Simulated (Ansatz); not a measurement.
# What strain does to ZrS2 (CdI2 type)

ZrS2 built on the CdI2 prototype, relaxed with r2SCAN+rVV10 in Ansatz 0.2.0. The symmetry is P-3m1 (No. 164, trigonal); conventional cell a = 3.674 Å, c = 5.857 Å, 22.83 Å³ an atom. Around Zr lie 6 S at 2.57 Å; around S lie 3 Zr at 2.57 Å.

The axes x, y and z are those of this cell:
```yaml
crystal:
  lattice:
    - [3.67440, 0.00000, 0.00000]
    - [-1.83720, 3.18212, 0.00000]
    - [0.00000, 0.00000, 5.85686]
  atoms:
    - { symbol: Zr, position: [0.00000, 0.00000, 0.00000] }
    - { symbol: S, position: [0.33333, 0.66667, 0.24623] }
    - { symbol: S, position: [0.66667, 0.33333, 0.75377] }
```

Unstrained: The PBE gap is indirect, 0.877 eV (k = (-0.089, 0.042, 0) to L), below the direct gap of 1.502 eV at Γ. With r2SCAN the valence top lies at k = (-0.089, 0.042, 0) and the conduction bottom at L, 1.181 eV higher; the smallest vertical gap, at Γ, is 1.811 eV. HSE06 gives an indirect gap of 1.666 eV, from k = (-0.089, 0.042, 0) to L; the least direct gap is 2.381 eV at Γ. r2SCAN+SOC gives an indirect gap of 1.177 eV, from k = (-0.089, 0.042, 0) to L; the least direct gap is 1.797 eV at Γ. Meshes: PBE 12×12×4, r2SCAN 12×12×4, HSE06 6×6×4, r2SCAN+SOC 12×12×4. Strains are changes of length per length. After each strain the atoms were relaxed again with r2SCAN+rVV10 within the symmetry that the strain leaves, so tilts or polar shifts that break it weren't tested; points keep the names that they have in the unstrained zone. No magnetic order and no zero-point or thermal motion.

Changes of the least gap in eV (an overlap counts as a negative gap):
```csv
strain,volume change (%),space group,PBE,r2SCAN,HSE06,r2SCAN+SOC,G0W0@PBE (mesh)
"epitaxial -4.0 % in the xy plane, free normal strain +1.78 %",-6.2,P-3m1,-0.393,-0.391,-0.447,-0.428,-0.52
"epitaxial -3.0 % in the xy plane, free normal strain +1.34 %",-4.7,P-3m1,-0.238,-0.229,-0.271,-0.266,-0.33
"epitaxial -2.0 % in the xy plane, free normal strain +1.00 %",-3.0,P-3m1,-0.100,-0.101,-0.118,-0.112,-0.15
"epitaxial -1.0 % in the xy plane, free normal strain +0.50 %",-1.5,P-3m1,-0.049,-0.049,-0.057,-0.049,-0.06
"epitaxial +1.0 % in the xy plane, free normal strain -0.50 %",+1.5,P-3m1,+0.045,+0.045,+0.053,+0.045,+0.06
"epitaxial +2.0 % in the xy plane, free normal strain -1.00 %",+3.0,P-3m1,+0.088,+0.087,+0.103,+0.088,+0.11
"epitaxial +3.0 % in the xy plane, free normal strain -1.50 %",+4.5,P-3m1,+0.129,+0.128,+0.152,+0.128,+0.16
"epitaxial +4.0 % in the xy plane, free normal strain -2.00 %",+6.0,P-3m1,+0.168,+0.166,+0.197,+0.166,+0.21
```
Unstrained, G0W0@PBE with 285 empty bands, a screening cutoff of 150 eV and a 6×6×2 mesh gives 1.76 eV on its mesh; the band count follows the volume. G0W0 here is at a finite number of bands, screening cutoff and k mesh, not at the basis limit.

Epitaxial -4.0 % in the xy plane, free normal strain +1.78 %. HSE06: the gap goes from 1.666 to 1.219 eV (-0.447 eV); the edges go from (-0.089, 0.042, 0) → L to Γ → L. Stress change with PBE, compression positive: xx +7.22, yy +7.22, zz +0.30 GPa.

Epitaxial -3.0 % in the xy plane, free normal strain +1.34 %. HSE06: the gap goes from 1.666 to 1.395 eV (-0.271 eV); the edges go from (-0.089, 0.042, 0) → L to Γ → L. Stress change with PBE, compression positive: xx +5.20, yy +5.20, zz +0.21 GPa.

Epitaxial -2.0 % in the xy plane, free normal strain +1.00 %. HSE06: the gap goes from 1.666 to 1.548 eV (-0.118 eV); the edges go from (-0.089, 0.042, 0) → L to Γ–K (0.16) → L. Stress change with PBE, compression positive: xx +3.33, yy +3.33, zz +0.10 GPa.

Epitaxial -1.0 % in the xy plane, free normal strain +0.50 %. HSE06: the gap goes from 1.666 to 1.609 eV (-0.057 eV); the edges go from (-0.089, 0.042, 0) → L to (-0.089, 0.005, 0.005) → L. Stress change with PBE, compression positive: xx +1.61, yy +1.61, zz +0.06 GPa.

Epitaxial +1.0 % in the xy plane, free normal strain -0.50 %. HSE06: the gap goes from 1.666 to 1.719 eV (+0.053 eV); the edges go from (-0.089, 0.042, 0) → L to (-0.078, 0.036, 0) → L. Stress change with PBE, compression positive: xx -1.51, yy -1.51, zz -0.08 GPa.

Epitaxial +2.0 % in the xy plane, free normal strain -1.00 %. HSE06: the gap goes from 1.666 to 1.769 eV (+0.103 eV); the edges go from (-0.089, 0.042, 0) → L to (-0.068, 0.031, 0) → L. Stress change with PBE, compression positive: xx -2.91, yy -2.91, zz -0.17 GPa.

Epitaxial +3.0 % in the xy plane, free normal strain -1.50 %. HSE06: the gap goes from 1.666 to 1.818 eV (+0.152 eV); the edges go from (-0.089, 0.042, 0) → L to Γ–K (0.03) → L. Stress change with PBE, compression positive: xx -4.21, yy -4.21, zz -0.24 GPa.

Epitaxial +4.0 % in the xy plane, free normal strain -2.00 %. HSE06: the gap goes from 1.666 to 1.863 eV (+0.197 eV); the edges go from (-0.089, 0.042, 0) → L to Γ → L. Stress change with PBE, compression positive: xx -5.42, yy -5.42, zz -0.32 GPa.

Only the levels marked +SOC include spin-orbit coupling.

Where an edge lies off the special points, it is a point of the mesh or the k point where a search put PBE's edge or least direct gap, reused for the other functionals, whose own edges may lie a little apart.

Coordinates of k points refer to the reciprocal vectors of the primitive cell of the runs.

The meshes of the hybrids are coarse, so their gaps aren't converged to the digits shown.
